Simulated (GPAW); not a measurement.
MnO2: single point with PBE

The system is MnO2.

```xyz
3
Lattice="2.8566 0.0000 0.0000 -1.4283 2.4739 0.0000 0.0000 0.0000 4.6014" Properties=species:S:1:pos:R:3 pbc="T T T"
Mn    0.0000    0.0000    2.3007
O     0.0000    1.6492    3.2499
O     1.4283    0.8246    1.3515
```

Measurements of this composition are mostly on another form, of space group No. 136.

- Program: GPAW 26.7.0
- Task: single point
- Functional: PBE
- Potentials or basis: GPAW PAW data sets (gpaw-data 1.2.1)
- Cutoff: 600 eV
- Basis: pw
- k mesh: 9 × 9 × 5
- Occupations: fermi-dirac, width 0.05 eV
- Spin: collinear spin, ferromagnetic start
- Starting moments: [5.0, 0.0, 0.0] μB

```json
{
  "Pressure": "2.6 GPa",
  "Largest force": "0.458 eV/Å",
  "Band gap on the k mesh": "0.84 eV, indirect (least direct gap 0.90 eV)",
  "Net moment": "3.00 μB per cell",
  "Site moments": "Mn +2.81; O +0.04 μB"
}
```

Forces in eV/Å, atoms in the order of the input:
```
Mn   0.000  0.000  0.000
O    0.000  0.000  0.458
O    0.000  0.000 -0.458
```

Stress tensor (GPa, compression positive):
```
3.42 0.00 0.00
0.00 3.42 0.00
0.00 0.00 1.00
```

Levels at points of the mesh, in eV from the valence-band top:
Spin up:
```
           k point  band 12  band 13  band 14  band 15  band 16  band 17  band 18  band 19
(0.00, 0.00, 0.00)    -1.47    -1.47    -1.23    -0.37     2.96     2.96     7.07    10.31
```
Spin down:
```tsv
k point	band 10	band 11	band 12	band 13	band 14	band 15
(0.00, 0.00, 0.00)	-1.41	-1.41	-1.05	0.84	0.85	2.48
```

It took 29 s on 1 thread of AMD EPYC 9R45 96-Core Processor (Zen 5), on a shared host, peak memory 0.2 GiB.

Caveat: the cutoff is short for stress and forces, so pressures can be off by a GPa or more; an odd mesh through Γ misses points on the zone boundary, where band edges often lie; a cell with one magnetic atom can't hold antiferromagnetic order, which such compounds often take.
